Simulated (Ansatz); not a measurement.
# C: the order of phases at one pressure

Aim: bring C in several structures (fcc, bcc, hcp, graphite, sc, simple hexagonal) to one pressure and rank them by enthalpy. The pressure is set by scaling the first phase. Methods of the runs shown: LAPW. Companion runs by PAW are cited.

Method: DFT, PBE, all-electron LAPW, scalar-relativistic, in Ansatz 0.2.0.

## 1. Starting point

Symmetry: Fm-3m, No. 225, cubic system. The conventional cell has a = 2.750 Å, b = 2.750 Å, c = 2.750 Å, α = 90.00°, β = 90.00°, γ = 90.00°. C (site symmetry m-3m) has 12 C at 1.94 Å as nearest neighbours.

As a file:

```cif
data_structure
_symmetry_space_group_name_H-M 'P 1'
_symmetry_Int_Tables_number 1
_cell_length_a 1.9443
_cell_length_b 1.9443
_cell_length_c 1.9443
_cell_angle_alpha 60.000
_cell_angle_beta 60.000
_cell_angle_gamma 60.000
_cell_volume 5.20
loop_
_atom_site_label
_atom_site_type_symbol
_atom_site_fract_x
_atom_site_fract_y
_atom_site_fract_z
_atom_site_occupancy
C1 C 0.00000 0.00000 0.00000 1
```

## 2. Fcc relaxed under pressure, LAPW

Input file input.yaml:

```yaml
crystal:
  lattice:
    - [0.0, 1.3748152142, 1.3748152142]
    - [1.3748152142, 0.0, 1.3748152142]
    - [1.3748152142, 1.3748152142, 0.0]
  atoms:
    - { symbol: C, position: [0.0, 0.0, 0.0] }
kpoints:
  mp_grid: { grid: [25, 25, 25] }
scf:
  occupations: { method: fermi_dirac, width: 0.1 }
hamiltonian:
  xc: pbe
  pseudopotentials: { kind: all_electron, lapw: { basis_error: 0.0005 } }
output:
  forces: true
  stress: true
  eigenvalues: true
relax:
  f_tol: 0.005
  max_steps: 12
  cell: { p_target: 96.0, stress_tol: 0.048 }
```

Launch:

```
ansatz run input.yaml --threads 2 --pin off --max-ram 5120MiB --backend cpu --events-out ev --progress --plain --runs-dir out
```

Further steps of the session: Bcc relaxed under pressure, LAPW; Hcp relaxed under pressure, LAPW; Graphite at the cell that PAW relaxed, LAPW; Sc relaxed under pressure, LAPW; Simple hexagonal relaxed under pressure, LAPW.

Before running it: what results should come out? Wanted: pressure; lowest (for each run or level that gives them).

The runs gave:

| quantity | value |
| --- | --- |
| pressure | 96 GPa |
| lowest (LAPW) | graphite, 1798.2 meV/atom under sc |
| lowest (PAW) | graphite, 1795.5 meV/atom under sc |

**Reading.** By LAPW the order is graphite < sc < simple hexagonal < hcp < bcc < fcc. By PAW the order is graphite < sc < simple hexagonal < hcp < bcc < fcc. The methods agree on the lowest phase. Only these structures were tried, with electrons smeared by 0.1 eV and without vibrations, so the true ground state may be another. The k meshes differ between phases and weren't tested, which can move differences by some meV. The hcp start ended with c/a = 2.83, far from close packing.
